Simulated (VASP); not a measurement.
# Al (Im-3m) in VASP: notebook, part 2 of 2

VASP 6.6.1. Earlier steps stand in the parts before.

## 3. Relaxation of cell and atoms, PBEsol

File INCAR:

```
PREC = Accurate
ENCUT = 600
EDIFF = 1E-7
ISMEAR = 0
SIGMA = 0.1
LREAL = F
LASPH = T
NELM = 100
ALGO = Normal
ISIF = 3
LWAVE = F
LCHARG = F
GGA = PS
IBRION = 2
NSW = 90
EDIFFG = -0.005
```

File KPOINTS:

```
regular mesh
0
Gamma
  6 6 6
```

File POSCAR:

```
Al
1.0
   -1.6070005800      1.6070005800      1.6070005800
    1.6070005800     -1.6070005800      1.6070005800
    1.6070005800      1.6070005800     -1.6070005800
Al
1
Direct
    0.0000000000      0.0000000000      0.0000000000
```

Potentials or basis: VASP PAW PBE potentials, release 64 (Al).

Command:

```sh
> cat potpaw_PBE.64/Al/POTCAR > POTCAR
> mpirun -np 1 vasp_std > vasp.out
```

Wall time 4 s (1 thread of Intel Xeon Platinum 8559C (Emerald Rapids), shared host); peak memory 0.12 GiB.

It converged, with:

| Item | Value |
| --- | --- |
| Free energy | -4.0497 eV |
| Relaxed volume | 16.66 Å³/atom |
| Relaxed cell | a = 2.787 Å, b = 2.787 Å, c = 2.787 Å, α = 109.47°, β = 109.47°, γ = 109.47° |
| Space group after relaxing (to 0.05 Å) | Im-3m (No. 229) |
| Energy gained by relaxing | 0.1 meV/atom |
| Ionic steps | 3 |
| Pressure after relaxing | 0.0 GPa |
| Band gap on the k mesh | none (metal or under the smearing width) |

Final structure:
```yaml
crystal:
  lattice:
    - [-1.60903, 1.60903, 1.60903]
    - [1.60903, -1.60903, 1.60903]
    - [1.60903, 1.60903, -1.60903]
  atoms:
    - { symbol: Al, position: [0.00000, 0.00000, 0.00000] }
```

Levels at points of the mesh, in eV from the Fermi level:
```tsv
k point	band 1	band 2	band 3	band 4
(0.00, 0.00, 0.00)	-11.11	13.13	13.13	13.13
(0.50, 0.00, 0.00)	-4.34	-3.90	8.03	8.18
(0.50, 0.50, 0.50)	1.80	1.80	1.80	2.93
```

Caveat: the k mesh is coarse (spacing up to 0.46 Å⁻¹), so the values aren't converged; the PAW data sets were made with another functional, which shifts forces and pressure a little.

## 4. Single point, PBEsol

File INCAR:

```
  PREC = Accurate
  ENCUT = 520
  EDIFF = 1E-7
  ISMEAR = 0
  SIGMA = 0.1
  LREAL = False
  LASPH = True
  NELM = 100
  ALGO = Normal
  ISIF = 2
  LWAVE = False
  LCHARG = False
  GGA = PS
```

File KPOINTS:

```
regular mesh
0
Gamma
  18 18 18
```

POSCAR is that of step 3.

Command:

```sh
> cat potpaw_PBE.64/Al/POTCAR > POTCAR
> mpirun -np 1 vasp_std > vasp.out
```

Wall time 8.5 s (1 thread of Intel Xeon Platinum 8559C (Emerald Rapids), shared host); peak memory 0.13 GiB.

It converged, with:

```yaml
Free_energy: -3.9964 eV
Pressure: 0.0 GPa
Band_gap_on_the_k_mesh: none (metal or under the smearing width)
```

Levels at points of the mesh, in eV from the Fermi level:
```tsv
k point	band 1	band 2	band 3	band 4
(0.00, 0.00, 0.00)	-11.09	13.20	13.20	13.20
(0.50, 0.00, 0.00)	-4.30	-3.86	8.10	8.23
(0.50, 0.50, 0.50)	1.85	1.85	1.85	2.97
```

Caveat: the PAW data sets were made with another functional, which shifts forces and pressure a little.

## 5. Relaxation of cell and atoms, PBEsol

File INCAR:

```
PREC = Accurate
ENCUT = 580
EDIFF = 1E-7
ISMEAR = 0
SIGMA = 0.1
LREAL = F
LASPH = T
NELM = 100
ALGO = Normal
ISIF = 3
LWAVE = F
LCHARG = F
GGA = PS
IBRION = 2
NSW = 90
EDIFFG = -0.005
```

KPOINTS is that of step 4.

POSCAR is that of step 4.

Potentials or basis: VASP PAW PBE potentials, release 64 (Al).

Command:

```sh
> cat potpaw_PBE.64/Al/POTCAR > POTCAR
> mpirun -np 1 vasp_std > vasp.out
```

OUTCAR:

```text
PREC = Accurate
   ENCUT = 580
   EDIFF = 1E-7
   ISMEAR = 0
   LREAL = F
   LASPH = T
   NELM = 100
   ISIF = 3
   GGA = PS
   IBRION = 2
   NSW = 90
   EDIFFG = -0.005

 ion  position               nearest neighbor table
   1  0.000  0.000  0.000-

  LATTYP: Found a body centered cubic cell.
 ALAT       =     3.2140011600

  Lattice vectors:

 A1 = (  -1.6070005800,   1.6070005800,   1.6070005800)
 A2 = (   1.6070005800,  -1.6070005800,   1.6070005800)
 A3 = (   1.6070005800,   1.6070005800,  -1.6070005800)

Analysis of symmetry for initial positions (statically):
=====================================================================
 Subroutine PRICEL returns:
 Original cell was already a primitive cell.

 Routine SETGRP: Setting up the symmetry group for a
 body centered cubic supercell.

 Subroutine GETGRP returns: Found 48 space group operations
 (whereof 48 operations were pure point group operations)
 out of a pool of 48 trial point group operations.

The static configuration has the point symmetry O_h .

Analysis of symmetry for dynamics (positions and initial velocities):
[... 155 lines left out ...]
  ---------------------------------------------------
  free energy    TOTEN  =        -3.99641415 eV

  energy without entropy =       -3.99471627  energy(sigma->0) =       -3.99556521

 E-fermi :   7.8972     XC(G=0): -10.2385

 val. band max:        7.8546657709   @ k =  -0.3889  -0.4444   0.2222
 cond. band min:       7.8999730204   @ k =   0.2778   0.1667   0.0556
 fundamental gap:      0.0453072495
 Fermi energy:         7.8972290907

 k-point     1 :       0.0000    0.0000    0.0000
  band No.  band energies     occupation
      1      -3.1964      2.00000
      2      21.0938      0.00000
      3      21.0938      0.00000
      4      21.0938      0.00000
      5      22.4785      0.00000
[... 177 lines left out ...]
 k-point    24 :       0.3889    0.1111    0.0000
  band No.  band energies     occupation
      1       2.6074      2.00000
      2       5.6815      2.00000
      3      12.9973      0.00000
      4      15.8732      0.00000
      5      19.3062      0.00000

 [... further k-points ...]
[... 5 lines left out ...]
  --------------------------------------------------------------------------------------
  -------------------------------------------------------------------------------------
  Total        0.0026386      0.0026386      0.0026386      0.0000000      0.0000000      0.0000000
  in kB        0.2546647      0.2546647      0.2546647      0.0000000      0.0000000      0.0000000
  external PRESSURE =       0.2546647 kB  Pullay stress =       0.0000000 kB

 VOLUME and BASIS-vectors are now :
 -----------------------------------------------------------------------------
  energy-cutoff  :      580.00
  volume of cell :       16.60
      direct lattice vectors                 reciprocal lattice vectors
    -1.607000580  1.607000580  1.607000580     0.000000000  0.311138656  0.311138656
     1.607000580 -1.607000580  1.607000580     0.311138656  0.000000000  0.311138656
     1.607000580  1.607000580 -1.607000580     0.311138656  0.311138656  0.000000000

 POSITION                                       TOTAL-FORCE (eV/Angst)
 -----------------------------------------------------------------------------------
      0.00000      0.00000      0.00000        -0.000000      0.000000      0.000000
 -----------------------------------------------------------------------------------
    total drift:                                0.000000      0.000000     -0.000000

  FREE ENERGIE OF THE ION-ELECTRON SYSTEM (eV)
  ---------------------------------------------------
  free  energy   TOTEN  =        -3.9964141513 eV

  energy  without entropy=       -3.9947162731  energy(sigma->0) =       -3.99556521

 reached required accuracy - stopping structural energy minimisation
```

CONTCAR:

```text
Al
   1.00000000000000
    -1.6070005800000000    1.6070005800000000    1.6070005800000000
     1.6070005800000000   -1.6070005800000000    1.6070005800000000
     1.6070005800000000    1.6070005800000000   -1.6070005800000000
  Al
     1
Direct
     0.0000000000000000    0.0000000000000000    0.0000000000000000

  0.00000000E+00  0.00000000E+00  0.00000000E+00
```

Wall time 7.5 s (1 thread of Intel Xeon Platinum 8559C (Emerald Rapids), shared host); peak memory 0.14 GiB.

Results:

| Quantity | Value |
| --- | --- |
| Free energy | -3.9964 eV |
| Pressure after relaxing | 0.0 GPa |
| Band gap on the k mesh | none (metal or under the smearing width) |

Final structure:
```
CELL_PARAMETERS angstrom
-1.60700 1.60700 1.60700
1.60700 -1.60700 1.60700
1.60700 1.60700 -1.60700
ATOMIC_POSITIONS crystal
Al 0.00000 0.00000 0.00000
```

Levels at points of the mesh, in eV from the Fermi level:
| k point | band 1 | band 2 | band 3 | band 4 | band 5 |
| --- | --- | --- | --- | --- | --- |
| (0.00, 0.00, 0.00) | -11.09 | 13.20 | 13.20 | 13.20 | 14.58 |
| (0.50, 0.00, 0.00) | -4.31 | -3.86 | 8.10 | 8.23 | 9.91 |
| (0.50, 0.50, 0.50) | 1.85 | 1.85 | 1.85 | 2.97 | 2.97 |

Caveat: the relaxation stopped at its first step, so nothing moved; the PAW data sets were made with another functional, which shifts forces and pressure a little.

## 6. The runs side by side

| task | cell | k mesh | cutoff (eV) | mesh quality | gap on the mesh (eV) | pressure (GPa) |
| --- | --- | --- | --- | --- | --- | --- |
| relaxation of cell and atoms | relaxed | 18 × 18 × 18 | 300 | not flagged | none | 0.0 |
| relaxation of cell and atoms | relaxed | 6 × 6 × 6 | 600 | coarse | none | 0.0 |
| single point | as given | 18 × 18 × 18 | 520 | not flagged | none | 0.0 |
| relaxation of cell and atoms | relaxed | 18 × 18 × 18 | 580 | not flagged | none | 0.0 |

Alike in all rows: level PBEsol; potentials or basis VASP PAW PBE potentials, release 64 (Al); no spin polarisation; smearing gaussian 0.1 eV.

Caveats: some runs use coarse meshes; the PAW data sets were made with another functional, which shifts forces and pressure a little; the relaxation stopped at its first step, so nothing moved (some runs).

Absolute energies hang on the potentials; compare differences alone.
